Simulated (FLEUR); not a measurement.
Crystal: WS2.

```
W S
1.0
     1.57900    0.91164    6.16333
    -1.57900    0.91164    6.16333
     0.00000   -1.82327    6.16333
W S
1 2
Direct
  0.00000 0.00000 0.00000
  0.58100 0.58100 0.58100
  0.75030 0.75030 0.75030
```

Measurements of this composition are mostly on another form, of space group No. 194.

Base run:

* Program: FLEUR MaX-R8.1 (later development tree)
* Functional: r2SCAN
* Potentials or basis: all-electron
* Basis: FLAPW
* Kmax: 5.63 1/bohr
* k mesh: 10 × 10 × 10
* Occupations: fermi-dirac, width 0.05 eV
* Spin: no spin polarisation

Its results: band gap on the k mesh 1.17 eV, indirect (least direct gap 2.37 eV).

Problem. The run is repeated on the same cell with these changes: functional from r2SCAN to PBEsol. What comes out?

Solution. Band gap on the k mesh 1.02 eV, indirect (least direct gap 2.23 eV).

r2SCAN gives the wider gap, since meta-GGAs in the generalised Kohn-Sham scheme recover part of the derivative discontinuity.

Caveats: spin-orbit coupling is left out, which moves the levels of the heavy elements; the meta-GGA is that of a development version, with a GGA for the radial functions and cores and without core tails (some runs).

A k mesh can miss the band edges.

Not every run made on this cell is shown here.
